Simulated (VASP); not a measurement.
# Settings for As: relaxation of the cell

As, P1 (no. 1), 4 atoms in the cell. PBE, relaxation of the cell; PAW potentials As (PBE set). VASP 6.6.1.

Wanted: cell lengths a, b, c within 0.2 %; volume within 0.4 %.

The series start from Relaxations run in a row: 2; Cutoff ENCUT (eV): 300; Force threshold EDIFFG (eV/Å): -0.01; Relaxation method: conjugate gradient, POTIM 0.5; Precision mode: Accurate. Each series keeps the choices made before it, and each single choice may use up half of a tolerance. Times cover all steps of a run.

## Relaxations run in a row

| Relaxations run in a row | Cell lengths a, b, c, largest deviation against the largest value | Volume (Å³/atom) | Time (s) |
|---|---|---|---|
| 1 | 0.0057 % | 24.7 | 143 |
| 2 | 0 % | 24.69 | 134 |
| 3 (reference) | 0 % | 24.69 | 187 |

Chosen: 1, the loosest value from which every tighter one stays within half of the tolerance.

## Cutoff ENCUT (eV)

| Cutoff ENCUT (eV) | Cell lengths a, b, c, largest deviation against the largest value | Volume (Å³/atom) | Time (s) |
|---|---|---|---|
| 200 | 1.4 % | 23.99 | 65 |
| 250 | 0.23 % | 24.58 | 85 |
| 300 | 0.04 % | 24.7 | 143 |
| 350 | 0.033 % | 24.69 | 191 |
| 400 (reference) | 0 % | 24.68 | 202 |

Chosen: 300.

## Force threshold EDIFFG (eV/Å)

| Force threshold EDIFFG (eV/Å) | Cell lengths a, b, c, largest deviation against the largest value | Volume (Å³/atom) | Time (s) |
|---|---|---|---|
| -0.05 | 0.42 % | 24.55 | 84 |
| -0.02 | 0.1 % | 24.7 | 120 |
| -0.01 | 0.1 % | 24.7 | 143 |
| -0.005 | 0.056 % | 24.71 | 151 |
| -0.002 (reference) | 0 % | 24.73 | 189 |

Chosen: -0.005.

## Relaxation method

| Relaxation method | Cell lengths a, b, c, largest deviation against the largest value | Volume (Å³/atom) | Time (s) |
|---|---|---|---|
| conjugate gradient, POTIM 0.5 | 0 % | 24.71 | 151 |
| conjugate gradient, POTIM 0.2 | 0.039 % | 24.72 | 128 |
| conjugate gradient, POTIM 1.0 | 0.03 % | 24.71 | 130 |
| quasi-Newton, POTIM 0.5 | 0.027 % | 24.72 | 134 |
| quasi-Newton, POTIM 0.5, at least 5 electronic steps | 0.028 % | 24.72 | 118 |
| velocity quench, POTIM 0.1 | 0.082 % | 24.68 | 223 |

Chosen: quasi-Newton, POTIM 0.5, at least 5 electronic steps; it saves 32.9 s of 151, so conjugate gradient, POTIM 0.5 would do nearly as well.

## Precision mode

| Precision mode | Cell lengths a, b, c, largest deviation against the largest value | Volume (Å³/atom) | Time (s) |
|---|---|---|---|
| Accurate | 0 % | 24.72 | 118 |
| Normal | 0.012 % | 24.71 | 91 |
| High | 0.0057 % | 24.71 | 126 |

Chosen: Normal; it saves 26.8 s of 118, so Accurate would do nearly as well.

## All choices together

| Input | Cell lengths a, b, c, largest deviation against the largest value | Volume (Å³/atom) | Time (s) |
|---|---|---|---|
| EDIFF and PREC left to the program (naive) | 0.072 % | 24.73 | 64 |
| chosen settings | 0.034 % | 24.71 | 91 |
| reference settings throughout | 0 % | 24.71 | 262 |

The tolerance is met.

Values of the reference run: Cell lengths a, b, c: 6, 6.004, 4.668 Å.

## The input

INCAR.step1:
```
PREC = Normal
ENCUT = 300
EDIFF = 1E-7
ISMEAR = 1
SIGMA = 0.1
LREAL = F
LASPH = T
NELM = 100
ALGO = Normal
LWAVE = F
LCHARG = F
IBRION = 1
NSW = 60
ISIF = 3
EDIFFG = -0.005
POTIM = 0.5
KPAR = 8
NELMIN = 5
```

INCAR.step2:
```
PREC = Normal
ENCUT = 300
EDIFF = 1E-7
ISMEAR = 1
SIGMA = 0.1
LREAL = F
LASPH = T
NELM = 100
ALGO = Normal
LWAVE = F
LCHARG = F
NSW = 0
ISIF = 2
KPAR = 8
```

KPOINTS:
```
k-points
0
Gamma
  8 8 6
```

POSCAR.step1:
```
As
1.0
    1.8847130000     -5.6741720000     -0.0368780000
    1.8523080000      5.6634200000      0.0322670000
   -0.0056470000      0.0280980000      4.5776090000
As
4
Direct
    0.3953800000      0.6168760000      0.5592900000
    0.8794690000      0.1014920000      0.9401890000
    0.6077620000      0.3877430000      0.4395550000
    0.1173900000      0.8938900000      0.0609660000
```

POSCAR.step2:
```
As
1.0
    1.8505536969     -5.7085835247     -0.0074133993
    1.8591569752      5.7115748474      0.0071802098
   -0.0001162696      0.0059271531      4.6663676495
As
4
Direct
    0.3928484028      0.6058964331      0.5674478553
    0.8934707828      0.1054061039      0.9312389157
    0.6065829728      0.3946664810      0.4325477270
    0.1070988415      0.8940319820      0.0687655021
```

Commands (each step's output is kept before the next begins):
```
cat potpaw_PBE.64/As/POTCAR > POTCAR
cp INCAR.step1 INCAR
cp POSCAR.step1 POSCAR
mpirun -np 8 vasp_std > vasp.out
cp CONTCAR POSCAR
cp INCAR.step2 INCAR
cp POSCAR.step2 POSCAR
mpirun -np 8 vasp_std > vasp.out
```

The naive input happens to agree within the tolerance here, in 64 s.

Limits: the start was distorted on purpose (volume up by 6 %, random strain, atoms moved at random), so the space group given is the start's and not the crystal's.

The chosen input took VASP 6.6.1 91 s on 8 cores (Intel Xeon 6975P-C (Granite Rapids)), a shared host.

## An input that fails: cell relaxed at a low cutoff

It runs to its end, but against the unchanged starting input it is off by 1.3 % in the cell lengths a, b, c, 2.7 % in the volume.

Changes against the starting input:
```
(all steps)
- PREC = Accurate
- ENCUT = 300
+ PREC = Low
+ ENCUT = 200
(POSCAR.step3)
-    1.8509411127     -5.7057628891     -0.0082069918
-    1.8594382476      5.7088132752      0.0074962741
-   -0.0002726349      0.0064191903      4.6635550035
+    1.8576839928     -5.6291900147     -0.0110058693
+    1.8633318163      5.6311407723      0.0104619770
+   -0.0003152177      0.0087464942      4.5871855915
-    0.3926787841      0.6058877556      0.5673354243
-    0.8933760856      0.1053928954      0.9312701424
-    0.6067006491      0.3947247215      0.4326417503
-    0.1072454813      0.8939956275      0.0687526829
+    0.3909661261      0.6078622480      0.5643122536
+    0.8916367857      0.1072150872      0.9337995901
+    0.6083570511      0.3928269227      0.4356234348
+    0.1090410371      0.8920967420      0.0662647216
```
